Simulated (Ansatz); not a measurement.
## Electric field gradients in VBiO4

The cell is a structure deposited in the COD, taken as it stands.

```cif
data_VBiO4
_symmetry_space_group_name_H-M 'I4_1/amd:1'
_symmetry_Int_Tables_number 141
_cell_length_a 7.3030
_cell_length_b 7.3030
_cell_length_c 6.5840
_cell_angle_alpha 90.000
_cell_angle_beta 90.000
_cell_angle_gamma 90.000
loop_
_atom_site_label
_atom_site_type_symbol
_atom_site_symmetry_multiplicity
_atom_site_Wyckoff_symbol
_atom_site_fract_x
_atom_site_fract_y
_atom_site_fract_z
V V 4 b 0.0000 0.0000 0.5000
Bi Bi 4 a 0.0000 0.5000 0.2500
O O 16 h 0.5000 0.3220 0.8330
```

One atom of each set is listed; the run and its k-mesh use a cell of 12 atoms with edges of 6.12, 6.12, 6.12 Å.

Level of theory: DFT, PBE, plane waves and PAW, scalar-relativistic, 420 eV cutoff, Γ-centred 4×4×4 k-points, Fermi–Dirac smearing 0.02 eV (Ansatz 0.2.0).

C_Q = eQV_zz/h, which is 24.18 MHz for Q = 1 b and V_zz = 10²¹ V/m²; η = (V_xx − V_yy)/V_zz.

⁵¹V: I = 7/2, Q = -52.00 mb; Bi-209: I = 9/2, Q = -516.0 mb; ¹⁷O: I = 5/2, Q = -25.58 mb. Q values from Pyykkö, Mol. Phys. 116, 1328 (2018).

Question: What field gradients does the calculation give at each kind of site?

Answer: 

```json
{"site": "V", "atoms": "2", "first shell": "4 O at 1.70 Å", "V_xx, V_yy, V_zz (10²¹ V/m²)": "1.91, 1.91, -3.83", "η": "0.00", "C_Q (MHz)": "4.81"}
{"site": "Bi", "atoms": "2", "first shell": "8 O at 2.41–2.55 Å", "V_xx, V_yy, V_zz (10²¹ V/m²)": "-6.08, -6.08, 12.17", "η": "0.00", "C_Q (MHz)": "-152"}
{"site": "O", "atoms": "8", "first shell": "1 V at 1.70 Å; also 2 Bi at 2.41–2.55 Å", "V_xx, V_yy, V_zz (10²¹ V/m²)": "0.80, 2.47, -3.27", "η": "0.51", "C_Q (MHz)": "2.02"}
```

An axis of threefold or higher order runs through V and Bi, so V_zz lies along it and η is zero.

The largest force is 1.1 eV/Å, so the atoms aren't at the calculated equilibrium and relaxing them would move these values. Spin–orbit coupling is left out, which shifts gradients on Bi by a few per cent, and by more where contributions nearly cancel.

The run took 10 s of wall time (10 s of CPU time) and 0.65 GiB at its peak, on 1 thread of Intel Xeon Platinum 8488C (Sapphire Rapids) (x86_64; 2 cores open to the job, memory cap 2.5 GiB, no GPU), a shared host with a load of 0.6 a core.
